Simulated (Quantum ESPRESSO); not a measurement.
Runs of Quantum ESPRESSO 7.5 on NbP. The structure is tetragonal, space group I4_1md (No. 109). Conventional cell: a = 3.350 Å, b = 3.350 Å, c = 11.480 Å, α = 90.00°, β = 90.00°, γ = 90.00°. Around Nb (site symmetry 2mm) lie 6 P at 2.55 Å. P (site symmetry 2mm) is surrounded by 6 Nb at 2.55 Å. The cell is a database's computed one.

| task | level | U | cell | k mesh | cutoff (eV) | mixing beta | most ionic steps | forc conv thr | etot conv thr | ion dynamics | gap on the mesh (eV) | pressure (GPa) | largest force (eV/Å) |
| --- | --- | --- | --- | --- | --- | --- | --- | --- | --- | --- | --- | --- | --- |
| relaxation of cell and atoms | PBEsol | - | relaxed to 5 GPa | 8 × 8 × 8 | 707 | 0.5 | 40 | 0.0004 Ry/bohr | 1e-05 Ry | bfgs | (b) | 5.0 | - |
| single point | PBEsol | - | as given | 11 × 11 × 11 | 612 | 0.5 | - | - | - | - | none | (a) | 0.02 |
| single point | PBEsol+U | Nb d U = 3 eV | as given | 11 × 11 × 11 | 612 | 0.3 | - | - | - | - | none | -5.4 | 0.02 |
| single point | PBEsol+U | Nb d U = 2 eV | as given | 11 × 11 × 11 | 612 | 0.3 | - | - | - | - | none | -5.9 | 0.02 |
| single point | PBEsol+U | Nb d U = 5 eV | as given | 11 × 11 × 11 | 612 | 0.3 | - | - | - | - | none | -4.3 | 0.01 |

Alike in all rows: potentials or basis GBRV 1.5 PBEsol; no spin polarisation; smearing fermi-dirac 0.05 eV.

Task: Estimate the missing entries.

Result: (a) -6.7; (b) 0.04.

Caveats: U without spin polarisation on a metal has little footing (some runs); the U is typed as a test and isn't derived for this compound (some runs).

A k mesh can miss the band edges, and the runs leave out spin-orbit coupling on Nb.

A gap of «none» marks a metal or a gap under the smearing width.
